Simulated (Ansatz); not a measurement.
# TiAl3 (I4/mmm) in Ansatz: convergence with n extra bands

Aim: find how far n extra bands must go before the results for TiAl3 settle, at PBEsol. This setting moves, with any that are tied to it; all else stays.

Everything below comes from runs of Ansatz 0.2.0. Logs are shortened: lines on timing, memory, paths and dates and some standing lists are left out, and cuts for length are marked.

## 1. Starting point

The structure is tetragonal, space group I4/mmm (No. 139). Conventional cell: a = 3.822 Å, b = 3.822 Å, c = 8.561 Å, α = 90.00°, β = 90.00°, γ = 90.00°. Ti (site symmetry 4/mmm) has 12 Al at 2.70 to 2.87 Å as nearest neighbours. Al (site symmetry -4m2) has 8 Al at 2.70 to 2.87 Å and 4 Ti at 2.87 Å as nearest neighbours. Al (site symmetry 4/mmm) is surrounded by 4 Ti at 2.70 Å and 8 Al at 2.87 Å.

The cell comes from a database or a generator and needn't be the stable form of this composition.

## 2. With n extra bands 1

Contents of input.yaml:

```yaml
crystal:
  lattice:
    - [-1.9111067713, 1.9111067713, 4.2806687947]
    - [1.9111067713, -1.9111067713, 4.2806687947]
    - [1.9111067713, 1.9111067713, -4.2806687947]
  atoms:
    - { symbol: Ti, position: [0.0, 0.0, 0.0] }
    - { symbol: Al, position: [0.25, 0.75, 0.5] }
    - { symbol: Al, position: [0.75, 0.25, 0.5] }
    - { symbol: Al, position: [0.5, 0.5, 0.0] }
hamiltonian:
  xc: pbesol
  pseudopotentials: { kind: paw }
kpoints:
  mp_grid: { grid: [8, 8, 8] }
scf:
  occupations: { method: gaussian, width: 0.05 }
  n_extra_bands: 1
output:
  forces: true
  stress: true
  eigenvalues: true
```

Potentials or basis: Ansatz PAW.

Started as:

```bash
> ansatz run input.yaml --threads 2 --pin off --max-ram 5632MiB --backend cpu --events-out ev --progress --plain --runs-dir out
```

What it wrote:

```text
Warning: RAYON_NUM_THREADS=2 ignored (pool sized by the plan → 2); use --threads N
scf.n_extra_bands = 1 over 11 filled bands (N_el = 21.0): the run solves 12 bands
Engine: ansatz 0.2.0, x86_64-unknown-linux-gnu
Pseudopotentials: kind: paw
Pseudopotential: Ti, paw, valence charge 12, recommended cutoff 420 eV (normal), Ti.paw.azcp
Pseudopotential: Al, paw, valence charge 3, recommended cutoff 420 eV (normal), Al.paw.azcp
Functional definition: PBEsol
  exchange = pbesol_x
  correlation = pbesol_c
Crystal: 4 atoms, lattice volume = 62.538 Å³
Basis set: ecut = 420 eV, 1203 PW (Γ), exchange–correlation on 72×72×72 points (8 copies of the dense FFT grid, shifted against one another)
Bands: 12, of which v1, the nominal top of the filled ones, is band 11 counted from 1 (10 counted from 0)
Symmetry: 16 space group operations
Space group: I4/mmm (ITA 139), of the structure as read, at distance tolerance 4.0e-5 Å
k-points: 59 of 512
Non-local potential: Ti, projectors of the file, l = 0: 3, l = 1: 2, l = 2: 3, l = 3: 1
Non-local potential: Al, projectors of the file, l = 0: 2, l = 1: 2, l = 2: 1
PAW form: soft (Blöchl's): semilocal exchange-correlation on the pseudo side does not see the compensation charge
PAW frozen core: Ti, regenerated for the run's functional, and the local potential with it (the file was generated under x = pbe(κ = 0.804, μ = 0.2195149727645171), c = pbe(β = 0.06672455060314922))
PAW frozen core: Al, regenerated for the run's functional, and the local potential with it (the file was generated under x = pbe(κ = 0.804, μ = 0.2195149727645171), c = pbe(β = 0.06672455060314922))
PAW one-centre angular grid: Ti, 590 points (default); XC on 64 Gauss nodes
PAW one-centre angular grid: Al, 110 points (default); XC on 64 Gauss nodes
Initial density: superposition of atomic densities (neutral atoms: chi_scale 0, normalization atom), corrected by the library's trained network
Initial wavefunctions: pseudopotential atomic-orbital guess
Functional: x = pbesol(κ = 0.804, μ = 0.12345679012345678), c = pbesol(β = 0.046)
SCF iter   1: F=—  HF=-4049.168163 eV  |F-HF|=—  |Δ(HF+E_count)|=         —  Δρ=5.40e-3  dr2=2.00e-2  ethr=1.77e-3  ⟨swp⟩=5.6  Hψ=4440  notcnv=0
preconditioner: auto → Kerker (q_TF=auto, 2.275 Å⁻¹)  [metal: Δε(μ)=0.046 eV  Ē_g=4.530 eV  σ=0.050 eV  W_gap=0.42  n_scr=10 (ndim 8)  ℏωp=16.9 eV  f_vac=0.000  D(μ)=1.09/eV (n_scr^D=2)]
SCF iter   2: F=—  HF=-4049.165305 eV  |F-HF|=—  |Δ(HF+E_count)|=   2.86e-3  Δρ=2.35e-3  dr2=5.63e-3  ethr=9.51e-5  ⟨swp⟩=3.0  Hψ=1869  notcnv=0
SCF iter   3: F=—  HF=-4049.164616 eV  |F-HF|=—  |Δ(HF+E_count)|=   6.89e-4  Δρ=1.13e-3  dr2=7.75e-4  ethr=2.68e-5  ⟨swp⟩=2.1  Hψ=1007  notcnv=0
SCF iter   4: F=—  HF=-4049.164461 eV  |F-HF|=—  |Δ(HF+E_count)|=   1.54e-4  Δρ=9.50e-5  dr2=7.05e-6  ethr=3.69e-6  ⟨swp⟩=2.0  Hψ=1010  notcnv=0
SCF iter   5: F=—  HF=-4049.164467 eV  |F-HF|=—  |Δ(HF+E_count)|=   5.47e-6  Δρ=3.26e-5  dr2=8.53e-7  ethr=3.36e-8  ⟨swp⟩=2.0  Hψ=1070  notcnv=0
SCF iter   6: F=-4049.164467 eV  HF=-4049.164467 eV  |F-HF|=1.46e-9  |Δ(HF+E_count)|=   1.37e-7  Δρ=4.31e-6  dr2=8.88e-9  ethr=4.76e-10  ⟨swp⟩=2.9  Hψ=2798  notcnv=0
SCF 1 converged in 6 iterations: F = -4049.164467 eV  dr2 = 8.88e-9
SCF converged after 6 iterations
Free energy (F): -4049.164467 eV
Harris-Foulkes:  -4049.164467 eV  (|F-HF|=1.46e-9)
Internal energy: -4049.163141 eV  (E = F + TS)
E sigma→0 (E₀):  -4049.163804 eV
Entropy (-TS):   -0.001326 eV (-0.331 meV/atom)
Fermi energy:    9.619218 eV
--- Per-component energies (eV) ---
  E_band       = -150.394438
  E_kinetic    = 344.300367
  E_local      = -1188.735917  (includes V_loc(G=0)·N_el)
  E_nonlocal   = 41.785023
  E_hartree    = 522.998595
  E_xc         = -216.551110
  E_vxc        = -211.101633  (∫ρ·V_xc dr)
  E_paw        = -2387.766251  (= ΣΔE_a)
  E_vpaw       = -182.639212  (= ΣTr[D̂ρ^β])
  E_aug_tail   = 0.000105  (compensation charges beyond the density's cutoff)
  E_ewald      = -1165.390755
  E_core_change = 0.196801  (= ΣΔE_core)
  E_smearing   = -0.001326  (= −TS)
  E_closure    = 0.000000  (closes the sum)
  Σ components = -4049.164467   (vs F -4049.164467, Δ=0.00e0)
--- Forces (eV/Å), atoms counted from 1 ---
  atom   1  Ti     0.00000000     0.00000000     0.00000000
  atom   2  Al     0.00000000    -0.00000000     0.00000000
  atom   3  Al    -0.00000000    -0.00000000     0.00000000
  atom   4  Al     0.00000000     0.00000000     0.00000000
  max |Σ_I F_I| component: 1.73e-17 eV/Å
--- Stress (GPa, compression-positive) ---
       -0.527514      -0.000000       0.000000
       -0.000000      -0.527514      -0.000000
        0.000000       0.000000      -0.462542
  P = ⅓ Tr σ = -0.5059 GPa (-5.059 kbar)
--- Band table (eV; the first three rows and the last of 59) ---
  k-point 0: bands = ["-46.5623", "-22.9880", "-22.9880", "-22.9099", "-0.4887", "6.7577", "7.0033", "8.1948", "8.3939", "8.3939", "10.4667", "11.3766"]
  k-point 1: bands = ["-46.5619", "-22.9922", "-22.9916", "-22.9093", "-0.1629", "6.8111", "7.0236", "7.5701", "7.8903", "8.3906", "9.3157", "11.5423"]
  k-point 2: bands = ["-46.5609", "-23.0017", "-23.0002", "-22.9078", "0.7881", "6.3573", "6.3872", "7.2732", "7.3842", "8.0626", "8.4119", "11.5834"]
  k-point 58: bands = ["-46.5622", "-22.9883", "-22.9883", "-22.9130", "1.1392", "2.0291", "7.6041", "8.7112", "8.7112", "9.3790", "10.3286", "10.3286"]
```

It took 1.8 s on 2 threads of Intel Xeon Platinum 8259CL at 2.50GHz (Skylake/Cascade Lake), shared host; peak memory 0.43 GiB.

What came out:

* Free energy: -4049.1645 eV
* Pressure: -0.5 GPa
* Band gap on the k mesh: none (metal or under the smearing width)

## 3. With n extra bands 2

input.yaml: that of step 2 with these lines changed.

```diff
@@ -17,3 +17,3 @@
   occupations: { method: gaussian, width: 0.05 }
-  n_extra_bands: 1
+  n_extra_bands: 2
 output:
```

Potentials or basis: Ansatz PAW.

Started as:

```bash
> ansatz run input.yaml --threads 2 --pin off --max-ram 5632MiB --backend cpu --events-out ev --progress --plain --runs-dir out
```

It took 1.8 s on 2 threads of Intel Xeon Platinum 8259CL at 2.50GHz (Skylake/Cascade Lake), shared host; peak memory 0.43 GiB.

Results:

| Item | Value |
| --- | --- |
| Free energy | -4049.1645 eV |
| Pressure | -0.5 GPa |
| Band gap on the k mesh | none (metal or under the smearing width) |

## 4. With n extra bands 4

input.yaml: that of step 3 with these lines changed.

```diff
@@ -17,3 +17,3 @@
   occupations: { method: gaussian, width: 0.05 }
-  n_extra_bands: 2
+  n_extra_bands: 4
 output:
```

Started as:

```bash
> ansatz run input.yaml --threads 2 --pin off --max-ram 5632MiB --backend cpu --events-out ev --progress --plain --runs-dir out
```

It took 2 s on 2 threads of Intel Xeon Platinum 8259CL at 2.50GHz (Skylake/Cascade Lake), shared host; peak memory 0.43 GiB.

What came out:

```yaml
Free_energy: -4049.1645 eV
Pressure: -0.5 GPa
Band_gap_on_the_k_mesh: none (metal or under the smearing width)
```

## 5. With n extra bands 8

input.yaml: that of step 4 with these lines changed.

```diff
@@ -17,3 +17,3 @@
   occupations: { method: gaussian, width: 0.05 }
-  n_extra_bands: 4
+  n_extra_bands: 8
 output:
```

Started as:

```bash
> ansatz run input.yaml --threads 2 --pin off --max-ram 5632MiB --backend cpu --events-out ev --progress --plain --runs-dir out
```

It took 2.2 s on 2 threads of Intel Xeon Platinum 8259CL at 2.50GHz (Skylake/Cascade Lake), shared host; peak memory 0.44 GiB.

The run converged. Its results:

```
Free energy            : -4049.1645 eV
Pressure               : -0.5 GPa
Band gap on the k mesh : none (metal or under the smearing width)
```

## 6. With n extra bands 16

input.yaml: that of step 5 with these lines changed.

```diff
@@ -17,3 +17,3 @@
   occupations: { method: gaussian, width: 0.05 }
-  n_extra_bands: 8
+  n_extra_bands: 16
 output:
```

Potentials or basis: Ansatz PAW.

Started as:

```bash
> ansatz run input.yaml --threads 2 --pin off --max-ram 5632MiB --backend cpu --events-out ev --progress --plain --runs-dir out
```

Wall time 2.6 s (2 threads of Intel Xeon Platinum 8259CL at 2.50GHz (Skylake/Cascade Lake), shared host); peak memory 0.45 GiB.

It converged, with:

```yaml
Free_energy: -4049.1645 eV
Pressure: -0.5 GPa
Band_gap_on_the_k_mesh: none (metal or under the smearing width)
```

## 7. With n extra bands 32

input.yaml: that of step 6 with these lines changed.

```diff
@@ -17,3 +17,3 @@
   occupations: { method: gaussian, width: 0.05 }
-  n_extra_bands: 16
+  n_extra_bands: 32
 output:
```

Started as:

```bash
> ansatz run input.yaml --threads 2 --pin off --max-ram 5632MiB --backend cpu --events-out ev --progress --plain --runs-dir out
```

Wall time 3.2 s (2 threads of Intel Xeon Platinum 8259CL at 2.50GHz (Skylake/Cascade Lake), shared host); peak memory 0.48 GiB.

The run converged. Its results:

```yaml
Free_energy: -4049.1645 eV
Pressure: -0.5 GPa
Band_gap_on_the_k_mesh: none (metal or under the smearing width)
```

## 8. The series at a glance

| n extra bands | energy less the tightest run, at zero smearing (meV/atom) | SCF cycles | CPU time (s) | peak memory (GiB) |
| --- | --- | --- | --- | --- |
| 1 | 0.00 | 6 | 3.3 | 0.43 |
| 2 | 0.00 | 6 | 3.3 | 0.43 |
| 4 | 0.00 | 6 | 3.7 | 0.43 |
| 8 | 0.00 | 6 | 4.2 | 0.44 |
| 16 | 0.00 | 6 | 4.9 | 0.45 |
| 32 | 0.00 | 6 | 6.1 | 0.48 |

Against the tightest run, the energy stays within 1 meV/atom from 1 on. The tightest run that finished is the yardstick and may itself not be fully converged.

Caveats: the PAW data sets come from PBE, with cores solved anew for the run's functional, which leaves a small shift of forces and pressure.
